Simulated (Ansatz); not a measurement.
# Bi2Se3 (Paraguanajuatite) (R-3m) in Ansatz: single point with PBE

Aim: the single point of Bi2Se3 (Paraguanajuatite) with PBE.

Everything below comes from runs of Ansatz 0.2.0. Logs are shortened: lines on timing, memory, paths and dates and some standing lists are left out, and cuts for length are marked.

## (1) The structure

Symmetry: R-3m, No. 166, trigonal system. The conventional cell has a = 4.143 Å, b = 4.143 Å, c = 28.636 Å, α = 90.00°, β = 90.00°, γ = 120.00°. Bi (site symmetry 3m) has 6 Se at 2.85 to 3.07 Å as nearest neighbours. Se (site symmetry 3m) is surrounded by 3 Bi at 2.85 Å. Around Se (site symmetry -3m) lie 6 Bi at 3.07 Å.

## (2) Single point, PBE

input.yaml

```yaml
crystal:
  lattice:
    - [2.0715, 1.1959810826, 9.5453333333]
    - [-2.0715, 1.1959810826, 9.5453333333]
    - [0.0, -2.3919621653, 9.5453333333]
  atoms:
    - { symbol: Bi, position: [0.5992, 0.5992, 0.5992] }
    - { symbol: Bi, position: [0.4008, 0.4008, 0.4008] }
    - { symbol: Se, position: [0.7883, 0.7883, 0.7883] }
    - { symbol: Se, position: [0.2117, 0.2117, 0.2117] }
    - { symbol: Se, position: [0.0, 0.0, 0.0] }
kpoints:
  mp_grid: { grid: [5, 5, 5] }
scf:
  occupations: { method: fermi_dirac, width: 0.03 }
hamiltonian:
  xc: pbe
  pseudopotentials: { kind: all_electron, lapw: { basis_error: 0.002 } }
output:
  forces: true
  stress: true
  eigenvalues: true
```

Potentials or basis: all-electron LAPW, scalar-relativistic.

The run is started by

```
$ ansatz run input.yaml --threads 4 --pin off --max-ram 12288MiB --backend cpu --events-out ev --progress --plain --runs-dir out
```

The log of the run:

```text
Warning: RAYON_NUM_THREADS=4 ignored (pool sized by the plan → 4); use --threads N
LAPW: plane waves up to 7.378 Å⁻¹, error target 2.0e-3 eV per atom; small_component_spin mean_spin; Se in spheres of 1.347 Å, 24 of its electrons in bands, Dirac shells []; Bi in spheres of 1.504 Å, 37 of its electrons in bands, Dirac shells [] (how accurate: hamiltonian.pseudopotentials.lapw.basis_error, Limitations)
Engine: ansatz 0.2.0, x86_64-unknown-linux-gnu
Pseudopotentials: kind: all_electron
Pseudopotential: Bi, LAPW, valence charge 37, lapw/all_electron/scalar/gaussian/Bi, Koelling and Harmon's equation, gaussian nucleus
Pseudopotential: Se, LAPW, valence charge 24, lapw/all_electron/scalar/gaussian/Se, Koelling and Harmon's equation, gaussian nucleus
Functional definition: PBE
  parameter kappa = 0.804
  parameter beta = 0.06672455060314922
  exchange = pbe_x(kappa = kappa, mu = beta*pi^2/3)
  correlation = pbe_c(beta = beta)
Crystal: 5 atoms, lattice volume = 141.890 Å³
Basis set: ecut = 207.3722798281105 eV, 971 PW (Γ), FFT grids on a1−a3, a2−a3, a3, exchange–correlation at level 2
Bands: 88, of which v1, the nominal top of the filled ones, is band 73 counted from 1 (72 counted from 0)
Symmetry: 12 space group operations
Space group: R-3m (ITA 166), of the structure as read, at distance tolerance 5.2e-5 Å
k-points: 19 of 125
Non-local potential: Bi, projectors of the file, none
Non-local potential: Se, projectors of the file, none
Initial density: superposition of atomic densities (chi_scale 0.1, normalization cell, long waves kept (reshape's long-wave potential 0.89 eV rms))
Initial wavefunctions: plane waves of lowest kinetic energy (no species holds an atomic orbital)
Functional: x = pbe(κ = 0.804, μ = 0.2195149727645171), c = pbe(β = 0.06672455060314922)
iter 1 solved again at ethr=2.15e-3 eV; its pass at ethr=1.00e-1 eV (dr2=3.14e0 eV) is discarded
SCF iter   1: F=—  HF=-1369791.622315 eV  |F-HF|=—  |Δ(HF+E_count)|=         —  Δρ=2.82e-2  dr2=3.14e0  ethr=2.15e-3  ⟨swp⟩=2.0  Hψ=10271  notcnv=0
preconditioner: auto → Resta (q_TF=auto, 2.741 Å⁻¹)  ε∞=2.3  [insulator: Δε(μ)=0.702 eV  Ē_g=18.794 eV  σ=0.030 eV  W_gap=1.00  n_scr=44 (ndim 8)  ℏωp=21.6 eV  f_vac=0.135  D(μ)=0.00/eV (n_scr^D=0)  ε∞_Penn≈2.3]
SCF iter   2: F=—  HF=-1369790.929308 eV  |F-HF|=—  |Δ(HF+E_count)|=   6.93e-1  Δρ=1.05e-2  dr2=9.37e-1  ethr=2.15e-3  ⟨swp⟩=2.8  Hψ=5247  notcnv=0
preconditioner: auto → none  [metal: Δε(μ)=0.025 eV  Ē_g=19.119 eV  σ=0.030 eV  W_gap=0.20  n_scr=44 (ndim 8)  ℏωp=21.6 eV  f_vac=0.150  D(μ)=0.26/eV (n_scr^D=0)]
SCF iter   3: F=—  HF=-1369791.209542 eV  |F-HF|=—  |Δ(HF+E_count)|=   2.80e-1  Δρ=1.42e-2  dr2=3.03e0  ethr=6.42e-4  ⟨swp⟩=3.1  Hψ=5102  notcnv=0  recentre
iter 4 solved again at ethr=3.75e-5 eV; its pass at ethr=6.42e-4 eV (dr2=5.47e-2 eV) is discarded
SCF iter   4: F=—  HF=-1369790.828042 eV  |F-HF|=—  |Δ(HF+E_count)|=   3.82e-1  Δρ=4.42e-3  dr2=5.47e-2  ethr=3.75e-5  ⟨swp⟩=2.0  Hψ=8366  notcnv=0
SCF iter   5: F=—  HF=-1369790.834732 eV  |F-HF|=—  |Δ(HF+E_count)|=         —  Δρ=8.39e-4  dr2=3.36e-3  ethr=3.74e-5  ⟨swp⟩=2.0  Hψ=5180  notcnv=0
the basis was enlarged: its passes take 254.9 KiB over the memory plan, 4 of 4 planned eigensolver slots
SCF iter   6: F=—  HF=-1369790.834263 eV  |F-HF|=—  |Δ(HF+E_count)|=   4.69e-4  Δρ=1.48e-4  dr2=6.89e-5  ethr=2.30e-6  ⟨swp⟩=2.0  Hψ=4903  notcnv=0
SCF iter   7: F=—  HF=-1369790.834281 eV  |F-HF|=—  |Δ(HF+E_count)|=   1.84e-5  Δρ=3.92e-5  dr2=2.55e-6  ethr=4.72e-8  ⟨swp⟩=2.5  Hψ=4920  notcnv=0
SCF iter   8: F=—  HF=-1369790.834283 eV  |F-HF|=—  |Δ(HF+E_count)|=   2.37e-6  Δρ=1.13e-5  dr2=1.38e-7  ethr=1.75e-9  ⟨swp⟩=3.0  Hψ=5080  notcnv=0
SCF iter   9: F=-1369790.834284 eV  HF=-1369790.834284 eV  |F-HF|=6.75e-9  |Δ(HF+E_count)|=   2.89e-7  Δρ=2.48e-6  dr2=9.61e-9  ethr=9.47e-11  ⟨swp⟩=3.0  Hψ=5163  notcnv=0
SCF 1 converged in 9 iterations: F = -1369790.834284 eV  dr2 = 9.61e-9
SCF converged after 9 iterations
Free energy (F): -1369790.834284 eV
Harris-Foulkes:  -1369790.834284 eV  (|F-HF|=6.75e-9)
Internal energy: -1369790.834179 eV  (E = F + TS)
E sigma→0 (E₀):  -1369790.834232 eV
Entropy (-TS):   -0.000104 eV (-0.021 meV/atom)
Fermi energy:    11.298868 eV
--- Per-component energies (eV) ---
  E_band       = -10183.465233
  E_kinetic    = 1559156.211164
  E_xc         = -28798.333842
  E_electrostatic = -2900148.711501  (all electrons and nuclei)
  E_smearing   = -0.000104  (= −TS)
  E_closure    = 0.000000  (closes the sum)
  E_atoms      = -1369770.729826  (free atoms, spherical and without spin; not in F)
  Σ components = -1369790.834284   (vs F -1369790.834284, Δ=0.00e0)
  Basis errors (estimates in eV, not in F): energy 8.2e-4 per atom: plane waves 7.6e-4 (4.3e-4 summed), levels above the bands 2.0e-127, relativity 1.1e-7, radial functions 6.8e-5, core shells 6.8e-8; eigenvalues (radial functions only) 3.2e-6; not estimated: angular momenta, meshes, grids; target (lapw.basis_error) 2.0e-3; muffin-tin radii Se 1.347 Å, Bi 1.504 Å
--- Forces (eV/Å), atoms counted from 1 ---
  atom   1  Bi     0.00000000    -0.00000000     0.19797418
  atom   2  Bi     0.00000000     0.00000000    -0.19797418
  atom   3  Se     0.00000000    -0.00000000     0.17664717
  atom   4  Se     0.00000000     0.00000000    -0.17664717
  atom   5  Se     0.00000000    -0.00000000     0.00000000
  max |Σ_I F_I| component: 5.78e-19 eV/Å
--- Stress (GPa, compression-positive) ---
        2.477902       0.000000       0.000000
        0.000000       2.477902      -0.000000
        0.000000      -0.000000       2.525760
  P = ⅓ Tr σ = 2.4939 GPa (24.939 kbar)
--- Band table (eV; the first three rows and the last of 19) ---
  k-point 0: bands = ["-196.5264", "-196.5264", "-196.3616", "-142.2868", "-142.2868", "-137.4097", "-137.4097", "-137.4071", "-137.4071", "-137.4071", "-137.4071", "-137.4071", "-137.4071", "-137.4051", "-137.4051", "-137.4050", "-137.4050", "-137.4050", "-137.4050", "-135.9943", "-135.9943", "-135.9943", "-135.9943", "-135.9899", "-135.9899", "-135.8538", "-135.8156", "-135.8156", "-80.5504", "-80.5504", "-80.5504", "-80.5504", "-80.5477", "-80.5477", "-36.2079", "-36.2079", "-36.2076", "-36.2076", "-36.2038", "-36.2038", "-36.2034", "-36.2034", "-36.2016", "-36.2014", "-36.0607", "-36.0523", "-36.0523", "-36.0217", "-36.0217", "-11.9451", "-11.9451", "-11.9433", "-11.9433", "-11.9327", "-11.9302", "-11.9222", "-11.9222", "-11.9196", "-11.9196", "-3.2498", "-2.5230", "-1.6527", "1.6700", "2.4380", "8.9967", "9.0779", "9.3146", "9.3146", "9.3155", "9.3155", "9.9772", "9.9772", "11.1859", "11.4118", "12.5864", "12.5864", "13.3190", "13.9093", "13.9093", "17.0301", "18.2023", "18.2023", "18.2561", "18.2838", "18.9735", "18.9735", "19.8627", "19.8627"]
  k-point 1: bands = ["-196.5264", "-196.5264", "-196.3616", "-142.2868", "-142.2868", "-137.4097", "-137.4097", "-137.4071", "-137.4071", "-137.4071", "-137.4071", "-137.4071", "-137.4071", "-137.4051", "-137.4051", "-137.4050", "-137.4050", "-137.4050", "-137.4050", "-135.9943", "-135.9943", "-135.9943", "-135.9943", "-135.9899", "-135.9899", "-135.8538", "-135.8156", "-135.8156", "-80.5504", "-80.5504", "-80.5504", "-80.5504", "-80.5477", "-80.5477", "-36.2078", "-36.2078", "-36.2076", "-36.2075", "-36.2039", "-36.2038", "-36.2034", "-36.2033", "-36.2015", "-36.2014", "-36.0607", "-36.0523", "-36.0523", "-36.0217", "-36.0216", "-11.9506", "-11.9479", "-11.9367", "-11.9350", "-11.9294", "-11.9261", "-11.9252", "-11.9230", "-11.9224", "-11.9194", "-2.8908", "-2.2246", "-1.4525", "1.4103", "2.0316", "7.5307", "7.7534", "8.2913", "8.5107", "9.0630", "9.7204", "9.9074", "10.0557", "10.6157", "12.5417", "12.9672", "13.3635", "13.6283", "14.0669", "14.8846", "16.0666", "17.2519", "18.6296", "18.8169", "18.9510", "19.3566", "19.6990", "20.4448", "21.1007"]
  k-point 2: bands = ["-196.5264", "-196.5264", "-196.3616", "-142.2868", "-142.2868", "-137.4097", "-137.4097", "-137.4071", "-137.4071", "-137.4071", "-137.4071", "-137.4071", "-137.4071", "-137.4051", "-137.4051", "-137.4050", "-137.4050", "-137.4050", "-137.4050", "-135.9943", "-135.9943", "-135.9943", "-135.9943", "-135.9899", "-135.9899", "-135.8538", "-135.8156", "-135.8156", "-80.5504", "-80.5504", "-80.5504", "-80.5504", "-80.5477", "-80.5477", "-36.2078", "-36.2077", "-36.2076", "-36.2073", "-36.2039", "-36.2039", "-36.2035", "-36.2033", "-36.2014", "-36.2014", "-36.0606", "-36.0523", "-36.0523", "-36.0217", "-36.0215", "-11.9622", "-11.9575", "-11.9358", "-11.9312", "-11.9306", "-11.9267", "-11.9160", "-11.9159", "-11.9146", "-11.9128", "-1.9349", "-1.6002", "-1.1692", "0.6067", "1.1200", "5.9799", "7.4937", "7.7855", "7.9485", "8.2768", "8.4279", "9.3499", "9.9558", "10.6228", "12.1103", "13.1728", "13.8984", "14.2772", "15.1784", "15.3570", "15.6391", "17.4561", "19.0949", "20.4202", "20.5825", "20.6203", "21.1371", "21.4401", "22.1092"]
  k-point 18: bands = ["-196.5264", "-196.5264", "-196.3616", "-142.2868", "-142.2868", "-137.4097", "-137.4097", "-137.4071", "-137.4071", "-137.4071", "-137.4071", "-137.4071", "-137.4071", "-137.4051", "-137.4051", "-137.4050", "-137.4050", "-137.4050", "-137.4050", "-135.9943", "-135.9943", "-135.9943", "-135.9943", "-135.9899", "-135.9899", "-135.8538", "-135.8156", "-135.8156", "-80.5504", "-80.5504", "-80.5504", "-80.5504", "-80.5477", "-80.5477", "-36.2078", "-36.2078", "-36.2076", "-36.2075", "-36.2039", "-36.2038", "-36.2034", "-36.2033", "-36.2015", "-36.2014", "-36.0607", "-36.0523", "-36.0523", "-36.0217", "-36.0216", "-11.9506", "-11.9479", "-11.9367", "-11.9350", "-11.9294", "-11.9261", "-11.9252", "-11.9230", "-11.9224", "-11.9194", "-2.7418", "-2.5274", "-1.2189", "1.1701", "2.1892", "7.2506", "8.1984", "8.5178", "8.5877", "8.8934", "9.2673", "9.8297", "10.0592", "10.9032", "12.1127", "13.0141", "13.6009", "13.7830", "14.4207", "14.5159", "16.3816", "17.5678", "17.8959", "18.3235", "18.7709", "19.4870", "19.5010", "20.6233", "20.6918"]
```

Wall time 9.8 s (4 threads of Intel Xeon Platinum 8259CL at 2.50GHz (Skylake/Cascade Lake), shared host); peak memory 0.67 GiB.

Results:

- Free energy: -1369790.8343 eV
- Pressure: 2.5 GPa
- Largest force: 0.198 eV/Å
- Band gap on the k mesh: 0.23 eV, direct

Forces in eV/Å, atoms in the order of the input:
```
Bi   0.000  0.000  0.198
Bi   0.000  0.000 -0.198
Se   0.000  0.000  0.177
Se   0.000  0.000 -0.177
Se   0.000  0.000  0.000
```

Caveat: spin-orbit coupling is left out, which as a rule narrows the gap of such compounds by several tenths of an eV; an odd mesh through Γ misses points on the zone boundary, where band edges often lie.
